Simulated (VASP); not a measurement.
# CaSe (Fm-3m) in VASP: further runs

The runs below take CaSe through single point, with PBEsol.

Everything below comes from runs of VASP 6.6.1. Logs are shortened: lines on timing, memory, paths and dates and some standing lists are left out, and cuts for length are marked.

**What was measured.**

A printed reference work, monograph, original work of 1988 reports, for a bulk crystal of CaSe at 2 K: band gap 3.85 eV (indirect).

How close the calculation comes is told below.

## Step 1: The cell of the first run

Symmetry: Fm-3m, No. 225, cubic system. The conventional cell has a = 5.971 Å, b = 5.971 Å, c = 5.971 Å, α = 90.00°, β = 90.00°, γ = 90.00°. Ca (site symmetry m-3m) has 6 Se at 2.99 Å within 3.9 Å. Within 3.9 Å of Se (site symmetry m-3m) lie 6 Ca at 2.99 Å.

## Step 2: Single point, PBEsol

File INCAR:

```
PREC = Accurate
ENCUT = 520
EDIFF = 1E-6
ISMEAR = 0
SIGMA = 0.01
LREAL = F
LASPH = T
NELM = 60
ALGO = Normal
ISIF = 2
LWAVE = F
LCHARG = F
GGA = PS
NBANDS = 15
```

File KPOINTS:

```
regular mesh
0
Gamma
  6 6 6
```

File POSCAR:

```
CaSe
1.0
    0.0000000000      2.9852692303      2.9852692303
    2.9852692303      0.0000000000      2.9852692303
    2.9852692303      2.9852692303      0.0000000000
Ca Se
1 1
Direct
    0.0000000000      0.0000000000      0.0000000000
    0.5000000000      0.5000000000      0.5000000000
```

Potentials or basis: VASP PAW PBE potentials, release 64 (Ca_sv, Se).

Launch:

```console
$ cat potpaw_PBE.64/Ca_sv/POTCAR potpaw_PBE.64/Se/POTCAR > POTCAR
$ mpirun -np 1 vasp_std > vasp.out
```

OUTCAR:

```text
PREC = Accurate
   ENCUT = 520
   EDIFF = 1E-6
   ISMEAR = 0
   LREAL = F
   LASPH = T
   NELM = 60
   ISIF = 2
   GGA = PS

 ion  position               nearest neighbor table
   1  0.000  0.000  0.000-
   2  0.500  0.500  0.500-

  LATTYP: Found a face centered cubic cell.
 ALAT       =     5.9705384606

  Lattice vectors:

 A1 = (   0.0000000000,   2.9852692303,   2.9852692303)
 A2 = (   2.9852692303,   0.0000000000,   2.9852692303)
 A3 = (   2.9852692303,   2.9852692303,   0.0000000000)

Analysis of symmetry for initial positions (statically):
=====================================================================
 Subroutine PRICEL returns:
 Original cell was already a primitive cell.

 Routine SETGRP: Setting up the symmetry group for a
 face centered cubic supercell.

 Subroutine GETGRP returns: Found 48 space group operations
 (whereof 48 operations were pure point group operations)
 out of a pool of 48 trial point group operations.

The static configuration has the point symmetry O_h .

Analysis of symmetry for dynamics (positions and initial velocities):
=====================================================================
 Subroutine PRICEL returns:
 Original cell was already a primitive cell.

 Routine SETGRP: Setting up the symmetry group for a
 face centered cubic supercell.

 Subroutine GETGRP returns: Found 48 space group operations
 (whereof 48 operations were pure point group operations)
 out of a pool of 48 trial point group operations.

The dynamic configuration has the point symmetry O_h .

 Subroutine INISYM returns: Found 48 space group operations
 (whereof 48 operations are pure point group operations),
 and found     1 'primitive' translations

----------------------------------------------------------------------------------------

                                     Primitive cell

  volume of cell :      53.2084

  direct lattice vectors                    reciprocal lattice vectors
     0.000000000  2.985269230  2.985269230    -0.167489081  0.167489081  0.167489081
     2.985269230  0.000000000  2.985269230     0.167489081 -0.167489081  0.167489081
     2.985269230  2.985269230  0.000000000     0.167489081  0.167489081 -0.167489081

  length of vectors
     4.221808233  4.221808233  4.221808233     0.290099598  0.290099598  0.290099598

  position of ions in fractional coordinates (direct lattice)
     0.000000000  0.000000000  0.000000000
     0.500000000  0.500000000  0.500000000

  ion indices of the primitive-cell ions
   primitive index   ion index
                 1           1
                 2           2

----------------------------------------------------------------------------------------

 KPOINTS: regular mesh

Automatic generation of k-mesh.
 Grid dimensions read from file:
 generate k-points for:    6    6    6

 Generating k-lattice:

  Cartesian coordinates                     Fractional coordinates (reciprocal lattice)
    -0.027914847  0.027914847  0.027914847     0.166666667  0.000000000  0.000000000
     0.027914847 -0.027914847  0.027914847     0.000000000  0.166666667  0.000000000
     0.027914847  0.027914847 -0.027914847     0.000000000  0.000000000  0.166666667

  Length of vectors
     0.048349933  0.048349933  0.048349933

  Shift w.r.t. Gamma in fractional coordinates (k-lattice)
     0.000000000  0.000000000  0.000000000

 Subroutine IBZKPT returns following result:
 ===========================================

 Found     16 irreducible k-points:

 Following reciprocal coordinates:
            Coordinates               Weight
  0.000000  0.000000  0.000000      1.000000
  0.166667  0.000000  0.000000      8.000000
  0.333333  0.000000  0.000000      8.000000
  0.500000  0.000000  0.000000      4.000000
  0.166667  0.166667  0.000000      6.000000
  0.333333  0.166667  0.000000     24.000000
[... 8 lines left out ...]
 -0.333333  0.333333  0.166667     24.000000
 -0.333333  0.500000  0.166667     12.000000
   k-points           NKPTS =     16   k-points in BZ     NKDIM =     16   number of bands    NBANDS=     15
   number of dos      NEDOS =    301   number of ions     NIONS =      2
   total plane-waves  NPLWV =  32768
   dimension x,y,z NGX =    32 NGY =   32 NGZ =   32
   dimension x,y,z NGXF=    64 NGYF=   64 NGZF=   64
   ions per type =               1   1
   NGX,Y,Z   is equivalent  to a cutoff of  12.60, 12.60, 12.60 a.u.
   NGXF,Y,Z  is equivalent  to a cutoff of  25.20, 25.20, 25.20 a.u.
 SYSTEM =  unknown system
   PREC   = accura    normal or accurate (medium, high low for compatibility)
   ISTART =      0    job   : 0-new  1-cont  2-samecut
   ICHARG =      2    charge: 1-file 2-atom 10-const
   ISPIN  =      1    spin polarized calculation?
   LNONCOLLINEAR =      F non collinear calculations
   LSORBIT =      F    spin-orbit coupling
   LASPH  =      T    aspherical Exc in radial PAW
   ENCUT  =  520.0 eV  38.22 Ry    6.18 a.u.   7.85  7.85  7.85*2*pi/ulx,y,z
   NELM   =     60;   NELMIN=  2; NELMDL= -5     # of ELM steps
   EDIFF  = 0.1E-05   stopping-criterion for ELM
   LREAL  =      F    real-space projection
   EDIFFG = 0.1E-04   stopping-criterion for IOM
   NSW    =      0    number of steps for IOM
   IBRION =     -1    ionic relax: 0-MD 1-quasi-New 2-CG
   NFREE  =      0    steps in history (QN), initial steepest desc. (CG)
   ISIF   =      2    stress and relaxation
   ISYM   =      2    0-nonsym 1-usesym 2-fastsym
   POTIM  = 0.5000    time-step for ionic-motion
   TEBEG  =    0.0;   TEEND  =   0.0 temperature during run
   PSTRESS=    0.0 pullay stress
   NELECT =      16.0000    total number of electrons
   NUPDOWN=      -1.0000    fix difference up-down
   EMIN   =  10.00;   EMAX   =-10.00  energy-range for DOS
   EFERMI =   0.00;   METHOD = LEGACY
   ISMEAR =     0;   SIGMA  =   0.01  broadening in eV -4-tet -1-fermi 0-gaus
   EFERMI_NEDOS =   21; number of points for ismear=-14 and -15
   IALGO  =     38    algorithm
   IMIX   =      4    mixing-type and parameters
     AMIX     =   0.40;   BMIX     =  1.00
     AMIX_MAG =   1.60;   BMIX_MAG =  1.00
  volume/ion in A,a.u.               =      26.60       179.53
  Fermi-wavevector in a.u.,A,eV,Ry     =   1.096785  2.072622 16.366942  1.202936
  Thomas-Fermi vector in A             =   2.233133
   LORBIT       =      0    0 simple, 1 ext, 2 COOP (PROOUT), +10 PAW based schemes
   GGA     = PS    functional components
   LHFCALC =     F    Hartree Fock is set to
   AEXX    =    0.0000 exact exchange contribution
   IVDW    =     0    specifies the selected vdW correction
   LEPSILON=     F    determine dielectric tensor
   LRPA    =     F    only Hartree local field effects (RPA)
 non-spin polarized calculation
 Gauss-broadening in eV      SIGMA  =   0.01
  energy-cutoff  :      520.00
  volume of cell :       53.21
 maximum number of plane-waves:      1459
   NGX = 15   NGY = 15   NGZ = 15

 number of electron      15.9999996 magnetization

 Free energy of the ion-electron system (eV)
  ---------------------------------------------------
  ext. energy  EPLUGINS =         0.00000000
  ---------------------------------------------------
  free energy    TOTEN  =       -10.05563894 eV

  energy without entropy =      -10.05563894  energy(sigma->0) =      -10.05563894

 E-fermi :   2.3283     XC(G=0):  -9.2085

 val. band max:        2.1535266784   @ k =   0.0000   0.0000   0.0000
 cond. band min:       4.1468867499   @ k =   0.5000   0.5000   0.0000
 fundamental gap:      1.9933600715
 Fermi energy:         2.3282597376

 k-point     1 :       0.0000    0.0000    0.0000
  band No.  band energies     occupation
      1     -37.4726      2.00000
      2     -18.5415      2.00000
      3     -18.5415      2.00000
      4     -18.5415      2.00000
      5      -9.5758      2.00000
      6       2.1535      2.00000
      7       2.1535      2.00000
      8       2.1535      2.00000
      9       5.1900      0.00000
     10       5.8122      0.00000
     11       5.8122      0.00000
     12       5.8122      0.00000
     13       6.3855      0.00000
     14       6.3855      0.00000
     15      11.6491      0.00000

 k-point     2 :       0.1667    0.0000    0.0000
  band No.  band energies     occupation
      1     -37.4711      2.00000
      2     -18.5681      2.00000
      3     -18.5434      2.00000
      4     -18.5434      2.00000
      5      -9.4248      2.00000
      6       0.9703      2.00000
      7       1.7801      2.00000
      8       1.7801      2.00000
      9       5.6564      0.00000
     10       6.1613      0.00000
     11       6.1613      0.00000
     12       6.7308      0.00000
     13       7.0539      0.00000
     14       7.0539      0.00000
     15      11.7604      0.00000

 k-point     3 :       0.3333    0.0000    0.0000
  band No.  band energies     occupation
      1     -37.4681      2.00000
      2     -18.6201      2.00000
      3     -18.5470      2.00000
      4     -18.5470      2.00000
      5      -9.0987      2.00000
      6      -0.4932      2.00000
      7       1.2236      2.00000
      8       1.2236      2.00000
      9       5.9625      0.00000
     10       6.9650      0.00000
     11       6.9650      0.00000
     12       8.0463      0.00000
     13       8.4569      0.00000
     14       8.4569      0.00000
     15      11.3314      0.00000
[... 199 lines left out ...]
 k-point    15 :      -0.3333    0.3333    0.1667
  band No.  band energies     occupation
      1     -37.4651      2.00000
      2     -18.6140      2.00000
      3     -18.5832      2.00000
      4     -18.5638      2.00000
      5      -8.9353      2.00000
      6      -0.3324      2.00000
      7       0.3720      2.00000
      8       0.8520      2.00000
      9       6.5034      0.00000
     10       6.5842      0.00000
     11       7.7720      0.00000
     12       7.9292      0.00000
     13       8.0255      0.00000
     14       9.7624      0.00000
     15      10.5382      0.00000

 k-point    16 :      -0.3333    0.5000    0.1667
  band No.  band energies     occupation
      1     -37.4646      2.00000
      2     -18.6059      2.00000
      3     -18.5832      2.00000
      4     -18.5763      2.00000
      5      -8.9612      2.00000
      6      -0.0970      2.00000
      7       0.5995      2.00000
      8       0.6734      2.00000
      9       5.4138      0.00000
     10       7.2091      0.00000
     11       7.4118      0.00000
     12       7.8451      0.00000
     13       8.1054      0.00000
     14       8.9446      0.00000
     15      11.4109      0.00000

------------------------ aborting loop because EDIFF is reached ----------------------------------------

  FORCE on cell =-STRESS in cart. coord.  units (eV):
  Direction    XX          YY          ZZ          XY          YZ          ZX
  --------------------------------------------------------------------------------------
  -------------------------------------------------------------------------------------
  Total       -0.7426627     -0.7426627     -0.7426627      0.0000000      0.0000000      0.0000000
  in kB      -22.3625680    -22.3625680    -22.3625680      0.0000000      0.0000000      0.0000000
  external PRESSURE =     -22.3625680 kB  Pullay stress =       0.0000000 kB

 VOLUME and BASIS-vectors are now :
 -----------------------------------------------------------------------------
  energy-cutoff  :      520.00
  volume of cell :       53.21
      direct lattice vectors                 reciprocal lattice vectors
     0.000000000  2.985269230  2.985269230    -0.167489081  0.167489081  0.167489081
     2.985269230  0.000000000  2.985269230     0.167489081 -0.167489081  0.167489081
     2.985269230  2.985269230  0.000000000     0.167489081  0.167489081 -0.167489081

 POSITION                                       TOTAL-FORCE (eV/Angst)
 -----------------------------------------------------------------------------------
      0.00000      0.00000      0.00000         0.000000      0.000000     -0.000000
      2.98527      2.98527      2.98527        -0.000000     -0.000000      0.000000
 -----------------------------------------------------------------------------------
    total drift:                                0.000000     -0.000000     -0.000000

  FREE ENERGIE OF THE ION-ELECTRON SYSTEM (eV)
  ---------------------------------------------------
  free  energy   TOTEN  =       -10.0556389363 eV

  energy  without entropy=      -10.0556389363  energy(sigma->0) =      -10.05563894
```

Run time: 16 s. Hardware: 1 thread of Intel Xeon 8259CL, shared host; peak memory 0.17 GiB.

Results:

| Property | Result |
| --- | --- |
| Free energy | -10.0556 eV |
| Pressure | -2.2 GPa |
| Band gap on the k mesh | 1.99 eV, indirect (least direct gap 2.91 eV) |

Caveat: the PAW data sets were made with another functional, which shifts forces and pressure a little.

## Step 3: Single point, PBEsol

This run uses another cell than the first one, of 27.38 Å³/atom, 1.029 times its volume.

File INCAR:

```
  ALGO = Normal
  EDIFF = 1E-7
  ENCUT = 520
  GGA = PS
  ISIF = 2
  ISMEAR = 0
  LASPH = True
  LCHARG = True
  LELF = True
  LREAL = False
  LVHAR = True
  LWAVE = False
  NBANDS = 15
  NELM = 80
  PREC = Accurate
  SIGMA = 0.01
```

File KPOINTS:

```
k-points
0
Gamma
  6 6 6
```

File POSCAR:

```
CaSe
1.0
    0.0000000000      3.0139755031      3.0139755031
    3.0139755031      0.0000000000      3.0139755031
    3.0139755031      3.0139755031      0.0000000000
Ca Se
1 1
Direct
    0.0000000000      0.0000000000      0.0000000000
    0.5000000000      0.5000000000      0.5000000000
```

Potentials or basis: VASP PAW PBE potentials, release 64 (Ca_sv, Se).

Launch:

```console
$ cat potpaw_PBE.64/Ca_sv/POTCAR potpaw_PBE.64/Se/POTCAR > POTCAR
$ mpirun -np 1 vasp_std > vasp.out
```

OUTCAR:

```text
EDIFF = 1E-7
   ENCUT = 520
   GGA = PS
   ISIF = 2
   ISMEAR = 0
   LASPH = True
   LREAL = False
   NELM = 80
   PREC = Accurate

 ion  position               nearest neighbor table
   1  0.000  0.000  0.000-
   2  0.500  0.500  0.500-

  LATTYP: Found a face centered cubic cell.
 ALAT       =     6.0279510062

  Lattice vectors:

 A1 = (   0.0000000000,   3.0139755031,   3.0139755031)
 A2 = (   3.0139755031,   0.0000000000,   3.0139755031)
 A3 = (   3.0139755031,   3.0139755031,   0.0000000000)

Analysis of symmetry for initial positions (statically):
=====================================================================
 Subroutine PRICEL returns:
 Original cell was already a primitive cell.

 Routine SETGRP: Setting up the symmetry group for a
 face centered cubic supercell.

 Subroutine GETGRP returns: Found 48 space group operations
 (whereof 48 operations were pure point group operations)
 out of a pool of 48 trial point group operations.

The static configuration has the point symmetry O_h .

[... 161 lines left out ...]
      2     -18.8152      2.00000
      3     -18.8152      2.00000
      4     -18.8152      2.00000
      5      -9.6700      2.00000
      6       1.9654      2.00000
      7       1.9654      2.00000
      8       1.9654      2.00000
      9       4.8572      0.00000
     10       5.6295      0.00000
     11       5.6295      0.00000
     12       5.6295      0.00000
     13       6.1751      0.00000
     14       6.1751      0.00000
[... 257 lines left out ...]
      2     -18.8718      2.00000
      3     -18.8519      2.00000
      4     -18.8457      2.00000
      5      -9.0942      2.00000
      6      -0.2154      2.00000
      7       0.4649      2.00000
      8       0.5384      2.00000
      9       5.2371      0.00000
     10       6.9392      0.00000
     11       7.1579      0.00000
     12       7.5481      0.00000
     13       7.8213      0.00000
     14       8.5969      0.00000
     15      11.0592      0.00000

------------------------ aborting loop because EDIFF is reached ----------------------------------------

  FORCE on cell =-STRESS in cart. coord.  units (eV):
  Direction    XX          YY          ZZ          XY          YZ          ZX
  --------------------------------------------------------------------------------------
  -------------------------------------------------------------------------------------
  Total       -1.1583187     -1.1583187     -1.1583187      0.0000000      0.0000000      0.0000000
  in kB      -33.8914007    -33.8914007    -33.8914007      0.0000000      0.0000000      0.0000000
  external PRESSURE =     -33.8914007 kB  Pullay stress =       0.0000000 kB

 VOLUME and BASIS-vectors are now :
 -----------------------------------------------------------------------------
  energy-cutoff  :      520.00
  volume of cell :       54.76
      direct lattice vectors                 reciprocal lattice vectors
     0.000000000  3.013975503  3.013975503    -0.165893850  0.165893850  0.165893850
     3.013975503  0.000000000  3.013975503     0.165893850 -0.165893850  0.165893850
     3.013975503  3.013975503  0.000000000     0.165893850  0.165893850 -0.165893850

 POSITION                                       TOTAL-FORCE (eV/Angst)
 -----------------------------------------------------------------------------------
      0.00000      0.00000      0.00000        -0.000000      0.000000     -0.000000
      3.01398      3.01398      3.01398         0.000000     -0.000000      0.000000
 -----------------------------------------------------------------------------------
    total drift:                                0.000000     -0.000000     -0.000000

  FREE ENERGIE OF THE ION-ELECTRON SYSTEM (eV)
  ---------------------------------------------------
  free  energy   TOTEN  =       -10.0285629741 eV

  energy  without entropy=      -10.0285629741  energy(sigma->0) =      -10.02856297
```

It took 23 s on 1 thread of Intel Xeon 8259CL, shared host; peak memory 0.18 GiB.

What came out:

```yaml
Free_energy: -10.0286 eV
Pressure: -3.4 GPa
Band_gap_on_the_k_mesh: 2.06 eV, indirect (least direct gap 2.89 eV)
```

Caveat: the PAW data sets were made with another functional, which shifts forces and pressure a little.

## Step 4: Against experiment

Step 2. Against the measured gap of CaSe, 3.85 eV (indirect; 2 K; a printed reference work, monograph, original work of 1988), the calculated 1.99 eV is off by -1.86 eV. Spin-orbit coupling on Se is left out. The value is that of PBEsol on a finite k mesh, which can miss the band edges, without temperature or zero-point motion. Semilocal functionals fall short of measured gaps as a rule.
